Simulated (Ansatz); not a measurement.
A single-point calculation of a 3-atom cell of HfO₂ started from a crystallographic database with the plane-wave code Ansatz, at the level HSE06. The cell was relaxed beforehand with r2SCAN.

input.yaml:
```yaml
crystal:
  lattice:
    - [0.0, 2.5291823175, 2.5291823175]
    - [2.5291823175, 0.0, 2.5291823175]
    - [2.5291823175, 2.5291823175, 0.0]
  atoms:
    - { symbol: Hf, position: [0.0, 0.0, 0.0] }
    - { symbol: O, position: [0.25, 0.25, 0.25] }
    - { symbol: O, position: [0.75, 0.75, 0.75] }
kpoints:
  mp_grid: { grid: [6, 6, 6] }
  band_path:
    path:
      - [0.0, 0.0, 0.0]
      - [0.5, 0.0, 0.5]
      - [0.625, 0.25, 0.625]
      - [0.375, 0.375, 0.75]
      - [0.5, 0.5, 0.5]
      - [0.5, 0.25, 0.75]
      - [0.0, 0.5, 0.5]
    npoints: 1
hamiltonian:
  xc: hse06
scf:
  occupations: { method: fixed }
  n_extra_bands: 4
output:
  forces: true
  stress: true
  eigenvalues: true
```

Run as `ansatz run input.yaml --threads 2 --pin off --max-ram 2211MiB --backend cpu --events-out ev --progress --plain --runs-dir out`. It took 110 s on 2 threads of Arm Neoverse N1 (shared host), load about 0.9 per core; peak host memory 1.2 GiB.

The output, standing remarks left out:
```
scf.n_extra_bands = 4 over 19 filled bands (N_el = 38.0): the run solves 23 bands
Functional definition: HSE06
  parameter a = 0.25
  parameter omega = 0.11/bohr
  exchange = pbe_x - a*pbe_x_sr(omega) + a*exact_x_sr(omega)
  correlation = pbe_c
Crystal: 3 atoms, lattice volume = 32.357 Å³
Basis set: ecut = 420 eV, 609 PW (Γ)
Symmetry: 48 space group operations
Space group: Fm-3m (ITA 225)
k-points: 16 of 216
[warm-up without exact exchange]
SCF iter   1: HF=-16861.399222 eV  Δρ=2.20e-3  dr2=8.49e-4
SCF iter   2: HF=-16861.399804 eV  Δρ=1.25e-3  dr2=2.44e-4
SCF 1 stopped early in 2 iterations: F = -16861.399937 eV  dr2 = 2.44e-4
[exact exchange on]
Exchange kernel: α = 0.2500, screened, ω = 0.2079 Å⁻¹, Wigner–Seitz truncation, v(0) = 1045.6208 eV·Å³, q-mesh 6×6×6
SCF iter   1: HF=-16861.666020 eV  Δρ=1.09e-2  dr2=4.07e-2
preconditioner: auto → none  [insulator: Δε(μ)=5.535 eV  ℏωp=39.2 eV]
SCF iter   2: HF=-16861.614920 eV  Δρ=7.37e-3  dr2=1.11e-2
SCF iter   3: HF=-16861.611919 eV  Δρ=2.08e-3  dr2=2.48e-3
SCF iter   4: HF=-16861.629767 eV  Δρ=1.64e-3  dr2=1.02e-3
SCF iter   5: HF=-16861.629230 eV  Δρ=6.89e-4  dr2=1.31e-4
SCF iter   6: HF=-16861.629198 eV  Δρ=1.38e-4  dr2=2.66e-5
SCF iter   7: HF=-16861.629430 eV  Δρ=2.20e-4  dr2=1.89e-5
SCF 2 stopped early in 7 iterations: F = -16861.629420 eV  dr2 = 1.89e-5
hybrid outer 1: dexx = +1.988e-2 eV, tail = 1.12e-3 eV
SCF iter   1: HF=-16861.628873 eV  Δρ=1.04e-4  dr2=1.32e-6
SCF iter   2: HF=-16861.628879 eV  Δρ=6.17e-5  dr2=7.53e-7
SCF iter   3: HF=-16861.628879 eV  Δρ=2.19e-5  dr2=4.12e-8
SCF iter   4: HF=-16861.628879 eV  Δρ=2.83e-6  dr2=2.56e-9
SCF 3 converged in 4 iterations: F = -16861.628879 eV  dr2 = 2.56e-9
hybrid outer 2: dexx = +3.308e-6 eV, tail = 1.59e-7 eV, Δε = 1.02e-2 eV
SCF iter   1: HF=-16861.628879 eV  Δρ=4.62e-6  dr2=1.45e-9
SCF iter   2: HF=-16861.628879 eV  Δρ=1.20e-6  dr2=3.82e-10
SCF 4 converged in 2 iterations: F = -16861.628879 eV  dr2 = 3.82e-10
hybrid outer 3: dexx = +2.217e-9 eV, tail = 1.29e-9 eV, Δε = 1.77e-4 eV, ΔF = 2.60e-18 eV/Å
NSCF: frozen V_eff on 7 k-points
hybrid SCF converged: 3 outer / 13 inner (+2 warm-up)
Free energy (F): -16861.628879 eV
Fermi energy:    15.155149 eV
--- Stress (GPa, compression-positive) ---
       -0.358801       0.000000       0.000000
        0.000000      -0.358801       0.000000
        0.000000       0.000000      -0.358801
  P = ⅓ Tr σ = -0.3588 GPa (-3.588 kbar)
--- Band table (eV; the first three rows and the last of 16) ---
  k-point 0: bands = […, 9.3082, 9.3082, 9.3082, 14.4783, 14.4783, 14.4783, 20.7274, 20.7274, 22.5929, 27.7355]
  k-point 1: bands = […, 9.5958, 9.5958, 10.0958, 13.6964, 14.0139, 14.0139, 21.1924, 21.1924, 23.5485, 26.5191]
  k-point 2: bands = […, 10.1839, 10.1839, 11.5529, 12.4078, 13.3466, 13.3466, 21.5955, 21.5955, 23.7032, 26.6341]
  k-point 15: bands = […, 8.7967, 10.3880, 11.8272, 12.8806, 13.5854, 14.9876, 21.2867, 22.3703, 23.7871, 24.4799]
```

The rows of the band table are 0: (0, 0, 0) = Γ, 1: (0, 0, 1/6), 2: (0, 0, 1/3), 15: (1/6, -1/2, -1/3).

Levels at the listed points, from bands.tsv (eV from the Fermi energy, bands near the gap, counted from 0):
```tsv
# k_distance	band_14	band_15	band_16	band_17	band_18	band_19	band_20	band_21	band_22
# fermi_ev = 15.155149
# [0, 0, 0] at k_distance = 0.000000
# [0.5, 0, 0.5] at k_distance = 1.242138
# [0.625, 0.25, 0.625] at k_distance = 1.681300
# [0.375, 0.375, 0.75] at k_distance = 2.441951
# [0.5, 0.5, 0.5] at k_distance = 3.202601
# [0.5, 0.25, 0.75] at k_distance = 4.080925
# [0, 0.5, 0.5] at k_distance = 5.469678
# levels_relative_to = fermi_ev
0.000	-5.847	-5.847	-0.677	-0.677	-0.677	5.572	5.572	7.438	12.580
1.242	-3.802	-3.802	-1.685	-1.685	0.000	5.409	7.409	8.455	10.058
1.681	-4.384	-3.657	-2.448	-1.463	-0.365	5.975	7.297	8.750	9.398
2.442	-4.384	-3.657	-2.448	-1.463	-0.365	5.975	7.297	8.750	9.398
3.203	-4.689	-3.342	-2.955	-2.022	-2.022	6.365	6.365	8.851	10.660
4.081	-5.461	-2.821	-2.821	-1.525	-0.230	6.507	7.004	8.903	8.903
5.470	-3.802	-3.802	-1.685	-1.685	0.000	5.409	7.409	8.455	10.058
```
In order the rows are Γ, X, U, K, L, W, X.

The HSE06 gap is direct at X: 5.41 eV. Edges are sought over the mesh and the listed points. The mean stress, -0.4 GPa, is small, and the program warns that its thresholds are loose for a hybrid's stress.

The values are computed, spin-unpolarised, and not measurements.

Spin-orbit coupling is left out, which matters wherever the heavy atoms make up the band edges.

The meshes of the hybrids are coarse, so their gaps aren't converged to the digits shown.
